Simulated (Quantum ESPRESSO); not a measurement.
# SrO (Fm-3m) in Quantum ESPRESSO: settings compared, part 2 of 2

Quantum ESPRESSO 7.5. The steps go on from the part before.

### 3 Dielectric tensor, PBE, spin-orbit coupling, no magnetisation

pw.in

```
&CONTROL
  calculation = 'scf'
  prefix = 'pwscf'
  outdir = './tmp'
  pseudo_dir = './pseudo'
  tprnfor = .true.
  tstress = .true.
  disk_io = 'low'
/
&SYSTEM
  ibrav = 0
  nat = 2
  ntyp = 2
  ecutwfc = 84
  nbnd = 28
  occupations = 'smearing'
  smearing = 'fd'
  degauss = 0.00367493
  noncolin = .true.
  lspinorb = .true.
/
&ELECTRONS
  conv_thr = 4d-10
  electron_maxstep = 120
  mixing_beta = 0.5
/
ATOMIC_SPECIES
Sr    87.6200 Sr.upf
O     15.9990 O.upf
CELL_PARAMETERS angstrom
   0.0000000000    2.5663000000    2.5663000000
   2.5663000000    0.0000000000    2.5663000000
   2.5663000000    2.5663000000    0.0000000000
ATOMIC_POSITIONS crystal
Sr     0.5000000000    0.5000000000    0.5000000000
O      0.0000000000    0.0000000000    0.0000000000
K_POINTS automatic
6 6 6 1 1 1
```

scf2.in

```
&CONTROL
  calculation = 'scf'
  prefix = 'pwscf'
  outdir = './tmp'
  pseudo_dir = './pseudo'
  tprnfor = .true.
  tstress = .true.
  disk_io = 'low'
/
&SYSTEM
  ibrav = 0
  nat = 2
  ntyp = 2
  ecutwfc = 84
  nbnd = 28
  occupations = 'fixed'
  noncolin = .true.
  lspinorb = .true.
/
&ELECTRONS
  conv_thr = 1d-13
  electron_maxstep = 120
  mixing_beta = 0.5
  startingpot = 'file'
  startingwfc = 'file'
/
ATOMIC_SPECIES
Sr    87.6200 Sr.upf
O     15.9990 O.upf
CELL_PARAMETERS angstrom
   0.0000000000    2.5663000000    2.5663000000
   2.5663000000    0.0000000000    2.5663000000
   2.5663000000    2.5663000000    0.0000000000
ATOMIC_POSITIONS crystal
Sr     0.5000000000    0.5000000000    0.5000000000
O      0.0000000000    0.0000000000    0.0000000000
K_POINTS automatic
6 6 6 1 1 1
```

ph.in

```
dielectric of SrO
&INPUTPH
  prefix = 'pwscf'
  outdir = './tmp'
  tr2_ph = 1d-16
  fildyn = 'dyn'
  niter_ph = 60
  alpha_mix(1) = 0.7
  epsil = .true.
  trans = .false.
  zeu = .true.
/
0.0000000000 0.0000000000 0.0000000000
```

Potentials or basis: PseudoDojo 0.4 FR PBE standard.

On the command line:

```bash
$ OMP_NUM_THREADS=1 pw.x -in pw.in > pw.out
$ OMP_NUM_THREADS=1 pw.x -in scf2.in > scf2.out
$ OMP_NUM_THREADS=1 ph.x -in ph.in > ph.out
```

pw.out:

```text
This program is part of the open-source Quantum ESPRESSO suite
     for quantum simulation of materials; please cite
[... 9 lines left out ...]
     --------------------
     sticks:   dense  smooth     PW     G-vecs:    dense   smooth      PW
     Sum        1075    1075    313                23589    23589    3839

     Using Slab Decomposition

     bravais-lattice index     =            0
     lattice parameter (alat)  =       6.8584  a.u.
     unit-cell volume          =     228.1124 (a.u.)^3
     number of atoms/cell      =            2
     number of atomic types    =            2
     number of electrons       =        16.00
     number of Kohn-Sham states=           28
     kinetic-energy cutoff     =      84.0000  Ry
     charge density cutoff     =     336.0000  Ry
     scf convergence threshold =      4.0E-10
[... 290 lines left out ...]

   -24.0240 -24.0240  -7.8580  -7.8580  -6.6613  -6.6613  -5.8729  -5.8729
    -5.2953  -5.2953   7.0994   7.0994   7.4798   7.4798   7.7807   7.7807
    12.5682  12.5682  15.7399  15.7399  17.1553  17.1553  18.1992  18.1992
    18.8250  18.8250  20.1885  20.1885
[... 73 lines left out ...]
   -24.0309 -24.0309  -8.3268  -8.3268  -6.4978  -6.4978  -5.6709  -5.6709
    -4.7703  -4.7703   6.3286   6.3286   7.0949   7.0949   7.2688   7.2688
    14.6255  14.6255  15.3115  15.3115  17.1700  17.1700  17.5851  17.5851
    19.8535  19.8535  20.6901  20.6901

     the Fermi energy is    10.1139 ev

!    total energy              =    -101.78411032 Ry
     estimated scf accuracy    <          7.0E-11 Ry
     smearing contrib. (-TS)   =      -0.00000000 Ry
     internal energy E=F+TS    =    -101.78411032 Ry

     The total energy is F=E-TS. E is the sum of the following terms:
     one-electron contribution =     -15.31054977 Ry
     hartree contribution      =      16.60192971 Ry
     xc contribution           =     -25.30530898 Ry
     ewald contribution        =     -77.77018127 Ry

     convergence has been achieved in  11 iterations

     Forces acting on atoms (cartesian axes, Ry/au):

     atom    1 type  1   force =    -0.00000000    0.00000000   -0.00000000
     atom    2 type  2   force =     0.00000000    0.00000000    0.00000000

     Total force =     0.000000     Total SCF correction =     0.000000

     Computing stress (Cartesian axis) and pressure

          total   stress  (Ry/bohr**3)                   (kbar)     P=       31.49
   0.00021408  -0.00000000  -0.00000000           31.49       -0.00       -0.00
  -0.00000000   0.00021408  -0.00000000           -0.00       31.49       -0.00
  -0.00000000  -0.00000000   0.00021408           -0.00       -0.00       31.49

=------------------------------------------------------------------------------=
   JOB DONE.
=------------------------------------------------------------------------------=
```

scf2.out:

```text
This program is part of the open-source Quantum ESPRESSO suite
     for quantum simulation of materials; please cite
[... 9 lines left out ...]
     --------------------
     sticks:   dense  smooth     PW     G-vecs:    dense   smooth      PW
     Sum        1075    1075    313                23589    23589    3839
[... 365 lines left out ...]
   0.00021412  -0.00000000  -0.00000000           31.50       -0.00       -0.00
  -0.00000000   0.00021412  -0.00000000           -0.00       31.50       -0.00
  -0.00000000  -0.00000000   0.00021412           -0.00       -0.00       31.50

=------------------------------------------------------------------------------=
   JOB DONE.
=------------------------------------------------------------------------------=
```

It took 15 min on 1 thread of Arm Neoverse V1, shared host; peak memory 0.17 GiB.

Results:

```
Free energy                             : -1384.8434 eV
Pressure                                : 3.1 GPa
Electronic dielectric tensor (diagonal) : 3.78
Born charges (mean of the diagonal)     : Sr +2.46; O -2.46 e
```

Electronic dielectric tensor:
```
3.78 0.00 0.00
0.00 3.78 0.00
0.00 0.00 3.78
```

Born effective charge tensors (e):
atom 1, Sr
```
2.46 0.00 0.00
0.00 2.46 0.00
0.00 0.00 2.46
```
atom 2, O
```
-2.46  0.00  0.00
 0.00 -2.46  0.00
 0.00  0.00 -2.46
```

Caveat: the cell is more than 3 GPa from zero pressure, which shifts response properties.

### 4 Dielectric tensor, PBE

Changes to pw.in since step 3:

```diff
@@ -14,3 +14,3 @@
   ecutwfc = 84
-  nbnd = 28
+  nbnd = 14
   occupations = 'smearing'
@@ -18,4 +18,2 @@
   degauss = 0.00367493
-  noncolin = .true.
-  lspinorb = .true.
 /
```

Changes to scf2.in since step 3:

```diff
@@ -14,6 +14,4 @@
   ecutwfc = 84
-  nbnd = 28
+  nbnd = 14
   occupations = 'fixed'
-  noncolin = .true.
-  lspinorb = .true.
 /
```

ph.in is that of step 3.

Potentials or basis: PseudoDojo 0.4.1 SR PBE standard.

On the command line:

```bash
$ OMP_NUM_THREADS=1 pw.x -in pw.in > pw.out
$ OMP_NUM_THREADS=1 pw.x -in scf2.in > scf2.out
$ OMP_NUM_THREADS=1 ph.x -in ph.in > ph.out
```

pw.out:

```text
This program is part of the open-source Quantum ESPRESSO suite
     for quantum simulation of materials; please cite
[... 9 lines left out ...]
     --------------------
     sticks:   dense  smooth     PW     G-vecs:    dense   smooth      PW
     Sum        1075    1075    313                23589    23589    3839

     Using Slab Decomposition

     bravais-lattice index     =            0
     lattice parameter (alat)  =       6.8584  a.u.
     unit-cell volume          =     228.1124 (a.u.)^3
     number of atoms/cell      =            2
     number of atomic types    =            2
     number of electrons       =        16.00
     number of Kohn-Sham states=           14
     kinetic-energy cutoff     =      84.0000  Ry
     charge density cutoff     =     336.0000  Ry
     scf convergence threshold =      4.0E-10
     mixing beta               =       0.5000
     number of iterations used =            8  plain     mixing
     Exchange-correlation= PBE
                           (   1   4   3   4   0   0   0)

     celldm(1)=   6.858376  celldm(2)=   0.000000  celldm(3)=   0.000000
     celldm(4)=   0.000000  celldm(5)=   0.000000  celldm(6)=   0.000000

     crystal axes: (cart. coord. in units of alat)
               a(1) = (   0.000000   0.707107   0.707107 )
               a(2) = (   0.707107   0.000000   0.707107 )
               a(3) = (   0.707107   0.707107   0.000000 )

     reciprocal axes: (cart. coord. in units 2 pi/alat)
               b(1) = ( -0.707107  0.707107  0.707107 )
               b(2) = (  0.707107 -0.707107  0.707107 )
               b(3) = (  0.707107  0.707107 -0.707107 )

     PseudoPot. # 1 for Sr read from file:
     Sr.upf
[... 69 lines left out ...]
     Starting wfcs are    9 randomized atomic wfcs +    5 random wfcs

     Self-consistent Calculation

     iteration #  1     ecut=    84.00 Ry     beta= 0.50
     Davidson diagonalization with overlap
     ethr =  1.00E-02,  avg # of iterations =  7.0

     total energy              =    -101.55442116 Ry
     estimated scf accuracy    <       0.60962017 Ry
[... 64 lines left out ...]
     iteration # 11     ecut=    84.00 Ry     beta= 0.50
     Davidson diagonalization with overlap
     ethr =  3.84E-12,  avg # of iterations =  1.5

     End of self-consistent calculation

          k = 0.0589 0.0589 0.0589 (  2954 PWs)   bands (ev):

   -24.1963  -7.1208  -5.8391  -5.8391  -5.6680   7.8777   8.0043   8.0043
    12.4815  14.2889  14.5130  14.5130  16.7460  16.7460
[... 73 lines left out ...]
   -24.0259  -7.2261  -6.6322  -6.1881  -6.0146   7.6246   7.8864   7.9473
    11.6395  16.0661  17.8015  18.4384  19.1022  19.9201

          k =-0.5303 0.1768-0.0589 (  2974 PWs)   bands (ev):

   -24.0445  -7.7750  -6.2887  -6.1778  -5.4349   7.0975   7.4787   7.7744
    12.5665  15.7371  17.1535  18.1955  18.8216  20.1838

          k =-0.4125 0.0589 0.0589 (  2953 PWs)   bands (ev):
[... 51 lines left out ...]
   -24.0514  -8.2686  -6.1516  -5.9601  -4.8757   6.3257   7.0927   7.2659
    14.6233  15.3098  17.1689  17.5810  19.8500  20.6865

     the Fermi energy is    10.1050 ev

!    total energy              =    -101.78263309 Ry
     estimated scf accuracy    <          5.2E-11 Ry
     smearing contrib. (-TS)   =      -0.00000000 Ry
     internal energy E=F+TS    =    -101.78263309 Ry

     The total energy is F=E-TS. E is the sum of the following terms:
     one-electron contribution =     -15.32003165 Ry
     hartree contribution      =      16.60571518 Ry
     xc contribution           =     -25.29813535 Ry
     ewald contribution        =     -77.77018127 Ry

     convergence has been achieved in  11 iterations

     Forces acting on atoms (cartesian axes, Ry/au):

     atom    1 type  1   force =     0.00000000    0.00000000    0.00000000
     atom    2 type  2   force =    -0.00000000   -0.00000000    0.00000000

     Total force =     0.000000     Total SCF correction =     0.000000

     Computing stress (Cartesian axis) and pressure

          total   stress  (Ry/bohr**3)                   (kbar)     P=       30.97
   0.00021056  -0.00000000   0.00000000           30.97       -0.00        0.00
  -0.00000000   0.00021056   0.00000000           -0.00       30.97        0.00
   0.00000000   0.00000000   0.00021056            0.00        0.00       30.97

=------------------------------------------------------------------------------=
   JOB DONE.
=------------------------------------------------------------------------------=
```

ph.out:

```text
This program is part of the open-source Quantum ESPRESSO suite
     for quantum simulation of materials; please cite
         "P. Giannozzi et al., J. Phys.:Condens. Matter 21 395502 (2009);
         "P. Giannozzi et al., J. Phys.:Condens. Matter 29 465901 (2017);
         "P. Giannozzi et al., J. Chem. Phys. 152 154105 (2020);
     in publications or presentations arising from this work. More details at

     IMPORTANT: XC functional enforced from input :
[... 186 lines left out ...]
      E*z (       -0.00000       -0.00000       -2.45565 )

     INITIALIZATION:

     DIELECTRIC CONSTANT AND EFFECTIVE CHARGES:

      Additional routines

=------------------------------------------------------------------------------=
   JOB DONE.
=------------------------------------------------------------------------------=
```

Wall time 3.5 min (1 thread of Arm Neoverse V1, shared host); peak memory 0.09 GiB.

Results:

* Free energy: -1384.8233 eV
* Pressure: 3.1 GPa
* Electronic dielectric tensor (diagonal): 3.78
* Born charges (mean of the diagonal): Sr +2.46; O -2.46 e

Electronic dielectric tensor:
```
3.78 0.00 0.00
0.00 3.78 0.00
0.00 0.00 3.78
```

Born effective charge tensors (e):
atom 1, Sr
```
2.46 0.00 0.00
0.00 2.46 0.00
0.00 0.00 2.46
```
atom 2, O
```
-2.46  0.00  0.00
 0.00 -2.46  0.00
 0.00  0.00 -2.46
```

Caveat: the cell is more than 3 GPa from zero pressure, which shifts response properties.

### 5 Summary

| task | level | potentials or basis | spin | cell | cutoff (eV) | pressure (GPa) |
| --- | --- | --- | --- | --- | --- | --- |
| phonons and Raman activities | PBEsol | GBRV 1.5 PBEsol | off | relaxed | 612 | 0.0 |
| dielectric tensor | PBE | PseudoDojo 0.4 FR PBE standard | SOC, no magnetisation | as given | 1143 | 3.1 |
| dielectric tensor | PBE | PseudoDojo 0.4.1 SR PBE standard | off | as given | 1143 | 3.1 |

Alike in all rows: k mesh 6 × 6 × 6, shifted; smearing fermi-dirac 0.05 eV.

Caveats: the cell is more than 3 GPa from zero pressure, which shifts response properties (some runs).

Total energies depend on the potentials used, so only differences within one code and one set of settings carry meaning.
